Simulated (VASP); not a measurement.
Wanted: the native input for a VASP 6.6.1 run.

```
Task                   : core levels
Functional             : LDA
Potentials or basis    : VASP PAW LDA potentials, release 64 (Sn_d, Te)
Cutoff                 : 520 eV
k mesh                 : 7 × 7 × 7
Occupations            : gaussian, width 0.02 eV
Spin                   : no spin polarisation
Further INCAR settings : ALGO = Normal; EDIFF = 1e-06
```

The structure of SnTe lies in POSCAR:

```
SnTe
1.0
    3.7176294700      0.0606418300      0.0361227700
    0.0606418300      3.9808603000     -0.0272293400
    0.0361227700     -0.0272293400      3.9457302400
Sn Te
1 1
Direct
    0.0171919800      0.0103740700      0.9802387500
    0.4828080200      0.4896259300      0.5197612500
```

The cell comes from a database or a generator and needn't be the stable form of this composition.

The cell isn't the ideal one: all atoms moved at random, sigma 0.1 Å a component, cell strained at random, sigma 0.03.

The input as run:

INCAR

```
SYSTEM = SnTe
PREC = Accurate
ENCUT = 520
EDIFF = 1E-6
ISMEAR = 0
SIGMA = 0.02
LREAL = .FALSE.
LASPH = .TRUE.
NELM = 80
ALGO = Normal
ISIF = 2
LWAVE = .FALSE.
LCHARG = .FALSE.
GGA = CA
ICORELEVEL = 1
```

KPOINTS

```
regular mesh
0
G
  7 7 7
  0 0 0
```

Potentials or basis: VASP PAW LDA potentials, release 64 (Sn_d, Te).

The run is started by

```sh
$ cat potpaw_LDA.64/Sn_d/POTCAR potpaw_LDA.64/Te/POTCAR > POTCAR
$ mpirun -np 1 vasp_std > vasp.out
```

It gave:

* Pressure: -3.2 GPa
* Largest force: 0.109 eV/Å
* Band gap on the k mesh: none (metal or under the smearing width)

It took 45 s on 1 thread of Intel(R) Xeon(R) Platinum 8488C (Sapphire Rapids), on a shared host, peak memory 0.26 GiB.
